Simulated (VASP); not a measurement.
## SnSe2: relaxation of cell and atoms with PBE

Crystal: SnSe2.

```
Sn Se
1.0
     3.87329    0.00000    0.00000
    -1.93665    3.35437    0.00000
     0.00000    0.00000    6.96470
Sn Se
1 2
Direct
  0.00000 0.00000 0.00000
  0.33333 0.66667 0.22906
  0.66667 0.33333 0.77094
```

- Program: VASP 6.6.1
- Task: relaxation of cell and atoms
- Functional: PBE
- Potentials or basis: VASP PAW PBE potentials, release 64 (Sn_d, Se)
- Cutoff: 520 eV
- k mesh: 9 × 9 × 6
- Occupations: gaussian, width 0.02 eV
- Spin: no spin polarisation
- Further INCAR settings: ALGO = Normal; EDIFF = 1e-07; IBRION = 2; EDIFFG = -0.002; NSW = 80; ISIF = 3

```
Pressure after relaxing : 0.0 GPa
Band gap on the k mesh  : 0.74 eV, indirect (least direct gap 1.09 eV)
```

Final structure:
```
Sn Se
1.0
     3.87329    0.00000    0.00000
    -1.93665    3.35437    0.00000
     0.00000    0.00000    6.96470
Sn Se
1 2
Direct
  0.00000 0.00000 0.00000
  0.33333 0.66667 0.22906
  0.66667 0.33333 0.77094
```

Levels at points of the mesh, in eV from the valence-band top:
```
           k point  band 10  band 11  band 12  band 13  band 14  band 15  band 16  band 17
(0.00, 0.00, 0.00)    -0.48    -0.48    -0.13    -0.13     1.07     3.07     4.57     4.57
(0.00, 0.00, 0.50)    -0.50    -0.50    -0.09    -0.09     1.98     2.99     4.50     4.50
```

Wall time 97 s on 1 thread of Intel(R) Xeon(R) Platinum 8259CL CPU @ 2.50GHz (Skylake/Cascade Lake), with other jobs on the host, peak memory 0.27 GiB.

Caveat: the relaxation stopped at its first step, so nothing moved; spin-orbit coupling is left out, which moves the levels of the heavy elements; an odd mesh through Γ misses points on the zone boundary, where band edges often lie; this functional lacks dispersion, which binds the layers, so the pressure and a relaxed spacing across them are unreliable.
